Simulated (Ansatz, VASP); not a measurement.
**CdTe: VASP beside Ansatz**

Contents of INCAR:

```
ALGO = Normal
EDIFF = 1E-6
ENCUT = 520
GGA = PE
ISIF = 2
ISMEAR = 0
LASPH = True
LCHARG = False
LREAL = False
LWAVE = False
NBANDS = 16
NELM = 100
PREC = Accurate
SIGMA = 0.05
```

Contents of KPOINTS:

```
k-points
0
Gamma
  8 8 8
```

File POSCAR:

```
CdTe
1.0
    0.0000000000      3.1532974105      3.3109622810
    3.1532974105      0.0000000000      3.3109622810
    3.1532974105      3.1532974105      0.0000000000
Cd Te
1 1
Direct
    0.0000000000      0.0000000000      0.0000000000
    0.7500000000      0.7500000000      0.7500000000
```

Input for Ansatz:

```yaml
crystal:
  lattice:
    - [0.0, 3.1532974105, 3.310962281]
    - [3.1532974105, 0.0, 3.310962281]
    - [3.1532974105, 3.1532974105, 0.0]
  atoms:
    - { symbol: Cd, position: [0.0, 0.0, 0.0] }
    - { symbol: Te, position: [0.75, 0.75, 0.75] }
basis:
  ecutwfc: 420
kpoints:
  mp_grid: { grid: [8, 8, 8] }
hamiltonian:
  xc: pbe
scf:
  occupations: { method: gaussian, width: 0.05 }
output:
  forces: true
  stress: true
  eigenvalues: true
```

Alike in both runs: task single point; functional PBE; k mesh 8 × 8 × 8; occupations gaussian, width 0.05 eV; no spin polarisation.

```csv
,VASP,Ansatz
version,VASP 6.6.1,Ansatz 0.2.0
potentials or method,"VASP PAW PBE potentials, release 64 (Cd, Te)","scalar-relativistic, plane waves, PAW"
plane-wave cutoff (eV),520,420
valence electrons in the cell,18,36
```

Ansatz gave:

```
gap on the k mesh at the Fermi level (eV)       : 0.81
least direct gap on the mesh (eV)               : 0.81
pressure (GPa)                                  : 4.2
largest component of the traceless stress (GPa) : 0.49
```

Q: What did VASP give for the same quantities?

A: gap on the k mesh at the Fermi level (eV): 0.81; least direct gap on the mesh (eV): 0.81; pressure (GPa): 4.3; largest component of the traceless stress (GPa): 0.48.

The two sets of potentials don't hold the same shells in valence.

Caveats: spin-orbit coupling is left out, which moves the levels of the heavy elements.
